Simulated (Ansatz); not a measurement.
Ansatz input

```yaml
crystal:
  lattice:
    - [2.6112835157, 0.0, 0.0]
    - [-1.3056417579, 2.2614378611, 0.0]
    - [0.0, 0.0, 9.2213236762]
  atoms:
    - { symbol: Cr, position: [0.0, 0.0, 1.0], spin: 1.5 }
    - { symbol: Cr, position: [0.0, 0.0, 0.5], spin: 1.5 }
    - { symbol: Cr, position: [0.3333333333, 0.6666666667, 0.25], spin: -1.5 }
    - { symbol: Cr, position: [0.6666666667, 0.3333333333, 0.75], spin: -1.5 }
hamiltonian:
  xc: rpbe
  pseudopotentials:
    kind: paw
    azcp:
      Cr: "pseudopotentials/Cr.paw.azcp"
basis:
  ecutwfc: 420
  fft_grid_basis: typed
kpoints:
  mp_grid: { grid: [16, 16, 4], shift: [0, 0, 0] }
magnetization:
  spin_polarized: true
scf:
  occupations: { method: fermi_dirac, width: 0.05 }
  lower_state_search: "off"
output:
  stress: true
```

Output

```
Engine: ansatz 0.2.0, aarch64-unknown-linux-gnu
Pseudopotentials: kind: paw
Pseudopotential: Cr, paw, valence charge 14, recommended cutoff 420 eV (normal) 
Functional definition: RPBE
  parameter kappa = 0.804
  parameter beta = 0.06672455060314922
  exchange = rpbe_x(kappa = kappa, mu = beta*pi^2/3)
  correlation = pbe_c(beta = beta)
Crystal: 4 atoms, lattice volume = 54.454 Å³
Basis set: ecut = 420 eV, 1105 PW (Γ)
Bands: 38, of which v1, the nominal top of the filled ones, is band 28 counted from 1 (27 counted from 0)
Symmetry: 24 space group operations
Space group: P63/mmc (ITA 194), of the structure as read, at distance tolerance 3.8e-5 Å
Magnetic group: BNS 194.263 (UNI 1493), of the structure as read, at distance tolerance 3.8e-5 Å
k-points: 90 of 1024
Non-local potential: Cr, projectors of the file, l = 0: 3, l = 1: 2, l = 2: 3, l = 3: 1
PAW form: soft (Blöchl's): semilocal exchange-correlation on the pseudo side does not see the compensation charge
PAW frozen core: Cr, regenerated for the run's functional, and the local potential with it (the file was generated under x = pbe(κ = 0.804, μ = 0.2195149727645171), c = pbe(β = 0.06672455060314922))
PAW one-centre angular grid: Cr, 590 points (default); XC on 64 Gauss nodes
Initial density: superposition of atomic densities (chi_scale 0.1, normalization cell)
Starting moments: Σ|m| = 6 μB on 4 of 4 sites
Starting magnetic order: compensated ferrimagnet; no operation exchanges its spin sublattices
Initial wavefunctions: pseudopotential atomic-orbital guess
Functional: x = rpbe, c = pbe(β = 0.06672455060314922)
SCF iter   1: F=—  HF=-13532.833507 eV  |F-HF|=—  |Δ(HF+E_count)|=         —  Δρ=1.39e-1 (↑1.39e-1 ↓1.39e-1)  dr2=2.55e1  dr2_m=2.93e0  M=0.002 μB ∫|m|=3.104 μB  β_m=0.30  ethr=3.10e-3  ⟨swp⟩=3.3  Hψ=20387  notcnv=0  defer=4
SCF iter   2: F=—  HF=-13528.147076 eV  |F-HF|=—  |Δ(HF+E_count)|=    4.69e0  Δρ=7.27e-2 (↑6.85e-2 ↓7.27e-2)  dr2=6.11e0  dr2_m=1.02e0  M=0.036 μB ∫|m|=3.423 μB  β_m=0.30  ethr=3.10e-3  ⟨swp⟩=2.2  Hψ=14205  notcnv=0  defer=271
SCF iter   3: F=—  HF=-13527.020370 eV  |F-HF|=—  |Δ(HF+E_count)|=    1.13e0  Δρ=5.54e-2 (↑5.54e-2 ↓2.10e-2)  dr2=4.36e0  dr2_m=2.36e-1  M=0.023 μB ∫|m|=3.829 μB  β_m=0.30  ethr=3.10e-3  ⟨swp⟩=2.8  Hψ=13485  notcnv=0  defer=251
SCF iter   4: F=—  HF=-13527.038375 eV  |F-HF|=—  |Δ(HF+E_count)|=   1.80e-2  Δρ=5.40e-2 (↑2.25e-2 ↓5.40e-2)  dr2=4.66e0  dr2_m=1.99e-1  M=0.157 μB ∫|m|=3.644 μB  β_m=0.30  ethr=3.10e-3  ⟨swp⟩=2.3  Hψ=9800  notcnv=0  defer=215
SCF iter   5: F=—  HF=-13526.845991 eV  |F-HF|=—  |Δ(HF+E_count)|=   1.92e-1  Δρ=2.03e-2 (↑2.03e-2 ↓1.93e-2)  dr2=6.11e-2  dr2_m=1.79e-1  M=0.117 μB ∫|m|=3.402 μB  β_m=0.30  ethr=3.10e-3  ⟨swp⟩=2.7  Hψ=10588  notcnv=0  defer=209
...
iter 31 did not close the SCF: its close was put off for a magnetic moment that had not settled (scf_convergence_deferred on its scf_iter line)
SCF iter  31: F=-13526.991413 eV  HF=-13526.991413 eV  |F-HF|=9.90e-9  |Δ(HF+E_count)|=   8.41e-9  Δρ=2.06e-6 (↑1.52e-6 ↓2.06e-6)  dr2=1.12e-8  dr2_m=4.37e-10  M=-0.000 μB ∫|m|=0.000 μB  β_m=0.86  ethr=1.35e-11  ⟨swp⟩=1.1  Hψ=19089  notcnv=0
iter 32 did not close the SCF: its close was put off for a magnetic moment that had not settled (scf_convergence_deferred on its scf_iter line)
SCF iter  32: F=-13526.991413 eV  HF=-13526.991413 eV  |F-HF|=6.40e-10  |Δ(HF+E_count)|=  3.53e-10  Δρ=6.40e-7 (↑6.40e-7 ↓3.95e-7)  dr2=8.02e-10  dr2_m=8.15e-11  M=-0.000 μB ∫|m|=0.000 μB  β_m=0.83  ethr=1.35e-11  ⟨swp⟩=1.0  Hψ=16304  notcnv=0
SCF iter  33: F=-13526.991413 eV  HF=-13526.991413 eV  |F-HF|=1.54e-9  |Δ(HF+E_count)|=  1.96e-10  Δρ=8.73e-7 (↑8.73e-7 ↓5.38e-7)  dr2=1.60e-9  dr2_m=2.94e-11  M=-0.000 μB ∫|m|=0.000 μB  ethr=1.43e-12  ⟨swp⟩=1.0  Hψ=16204  notcnv=0
WARN: the starting moments were not kept: the SCF closed with an absolute magnetisation of 6.0e-5 μB, where they sum to 6 μB in size (4 sites). That is at most 0.1 of that sum. Measured as dr2_m measures the in/out step, that magnetisation stands 9.0e-10 eV from none, at or under the dr2_threshold of 1.0e-7 eV: it is no larger than a step whose dr2_m would equal this threshold. The system may hold no moment; this SCF shows only that its start led to no more than that. To try another start: raise the starting moments (crystal.atoms[].spin, magnetization.per_species, magnetization.initial_magnetization, or on a non-collinear deck that types none of these the spinor_matrix: blocks that start its atoms; where the total moment is fixed, keep their sum and leave initial_magnetization as it is; typed ones take the place of any that the run laid by itself, positive ones on a crystal's lanthanoids without a Hubbard term where scf.initial_density.shell_occupations: [] is typed) or, if the notice of its spin-set hold's release reads "site moments contracting" or "site moments show no strong build", lengthen the hold (scf.mixing.spin_hold: { on: { confirm: 4 } }; for m-r²SCAN on two components see the key's manual first). Each may lead to a state that holds a moment. A second SCF, from the converged charge density, with the starting moments and any scf.initial_density.shell_occupations laid on it anew, would have followed, and was not run: the deck does not ask for one (magnetization.retry_lost_moments is false, the default). To let it run, set magnetization.retry_lost_moments: true and run the deck again, where that key's refused combinations let it; where memory then withholds it, that run's warning says so.
SCF 1 converged in 33 iterations: F = -13526.991413 eV  dr2 = 1.60e-9
SCF converged after 33 iterations
Magnetization: -0.0000 μB (28.0000 up, 28.0000 down)
Absolute magnetization: 0.0001 μB (∫|ρ↑−ρ↓|, with the PAW one-centre terms)
Spin contamination: 0.0000 ħ² per cell (⟨S²⟩ above its minimum at these occupations)
Per-site moments (μB) at R_I (Å): [(-1.8547651157280847e-5, 1.0771544502310748), (-1.854765115729795e-5, 1.0771544502310748), (8.70087487708708e-6, 1.0771544502310748), (8.700874876896553e-6, 1.0771544502310748)]
Free energy (F): -13526.991413 eV
Harris-Foulkes:  -13526.991413 eV  (|F-HF|=1.54e-9)
Internal energy: -13526.930326 eV  (E = F + TS)
E sigma→0 (E₀):  -13526.960870 eV
Entropy (-TS):   -0.061087 eV (-15.272 meV/atom)
Fermi energy:    15.967591 eV
--- Per-component energies (eV) ---
  E_band       = -752.844811
  E_kinetic    = 1358.998339
  E_local      = -5283.361952  (includes V_loc(G=0)·N_el)
  E_nonlocal   = 309.019934
  E_hartree    = 2260.389710
  E_xc         = -555.232680
  E_vxc        = -706.674157  (∫ρ·V_xc dr)
  E_paw        = -4795.019492  (= ΣΔE_a)
  E_vpaw       = -951.608898  (= ΣTr[D̂ρ^β])
  E_aug_tail   = 0.001305  (compensation charges beyond the density's cutoff)
  E_ewald      = -6821.522385
  E_core_change = -0.203106  (= ΣΔE_core)
  E_smearing   = -0.061087  (= −TS)
  E_closure    = -0.000000  (closes the sum)
  Σ components = -13526.991413   (vs F -13526.991413, Δ=0.00e0)
--- Stress (GPa, compression-positive) ---
      -20.517205       0.000000       0.000000
        0.000000     -20.517205       0.000000
        0.000000       0.000000     -18.574631
  P = ⅓ Tr σ = -19.8697 GPa (-198.697 kbar)
```
